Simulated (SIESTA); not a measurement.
# Cu under changes of volume

One of the cells (12.047 Å³/atom); the others are scaled copies at fixed shape and fractional positions:

```
Cu
1.0
     0.00000    1.81947    1.81947
     1.81947    0.00000    1.81947
     1.81947    1.81947    0.00000
Cu
1
Direct
  0.00000 0.00000 0.00000
```

| Quantity | Value |
| --- | --- |
| Program | SIESTA 5.4.2 |
| Functional | PBEsol |
| Potentials or basis | PseudoDojo 0.4 standard (PBEsol files) |
| Basis | DZP (energy shift 0.003 Ry; two zetas on semicore shells) |
| Grid cutoff | 800 Ry |
| Energy shift | 0.003 Ry |
| k mesh | 13 × 13 × 13 |
| Occupations | fermi-dirac, width 0.05 eV |
| Spin | no spin polarisation |

```csv
volume (Å³/atom),energy over the lowest point (meV/atom),pressure (GPa)
11.102,?,?
11.338,0.00,-0.8
11.574,3.60,-4.2
12.047,24.96,-9.8
12.283,40.88,-11.8
12.519,60.23,-13.8
```

**Question.** What does the run at 11.102 Å³/atom give?

**Answer.** Energy over the lowest point 1.26 meV/atom; pressure 2.6 GPa.

Worked out: A Birch-Murnaghan fit of order 3 (a polynomial in V^(-2/3)) to the other rows has its minimum at 11.30 Å³/atom, just outside them, with B0 = V·E''(V) = 187 GPa and B' = 6.2. It gives 1.91 meV/atom at 11.102 Å³/atom, against the run's 1.26, and -dE/dV = 3.4 GPa, against 2.6.

Energies are extrapolated to zero smearing.

Caveats: short orbitals over semicore shells can move pressures by several GPa; the basis of atomic orbitals isn't converged, which shifts pressures, moduli and gaps.
